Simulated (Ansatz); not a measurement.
Magnetic orders of a GdN cell

Level of theory: Ansatz, DFT PBE, scalar-relativistic, plane waves, PAW. All cells share a 420 eV cutoff and Γ-centred k meshes spaced about 0.3 Å⁻¹ or finer (0.25 for metals, 2π included). Collinear spin where magnetic atoms keep a moment.

The cell below was relaxed from parallel moments. Cell and atoms were then relaxed again from each of the other starts listed; signs follow the order of the atoms, and wave vectors are in units of this cell's reciprocal vectors.

```
CELL_PARAMETERS angstrom
-1.76201 1.76201 2.49226
1.76201 -1.76201 2.49226
1.76201 1.76201 -2.49226
ATOMIC_POSITIONS crystal
Gd 0.30173 0.30173 0.00000
N 0.80174 0.80174 0.00000
```

A. cell doubled with wave vector (0, ½, 0), moments reversed in the second half
B. cell doubled with wave vector (0, 0, ½), moments reversed in the second half
C. parallel moments

Question: Rank the orders by energy.

Answer: C (ferromagnetic moments up to 6.9 μB) is lowest, 3 meV/atom under the next.

```
start      ends with  ΔE (meV/atom)  largest site moment (μB)  net moment (μB/atom)  V (Å³/atom)  gap on mesh (eV)  group
    C  ferromagnetic              0                      6.86                  3.50        15.48              0.00  Fm-3m
    B        opposed              3                      6.83                  0.00        15.49              0.00  Fm-3m
    A        opposed              4                      6.84                  0.00        15.51              0.19  Fm-3m
```

Only these collinear orders were computed (1 further start didn't finish or ended in doubt).

For metals, differences of a few meV/atom aren't resolved. The 4f shell of Gd is treated without a Hubbard U, which places its levels poorly.
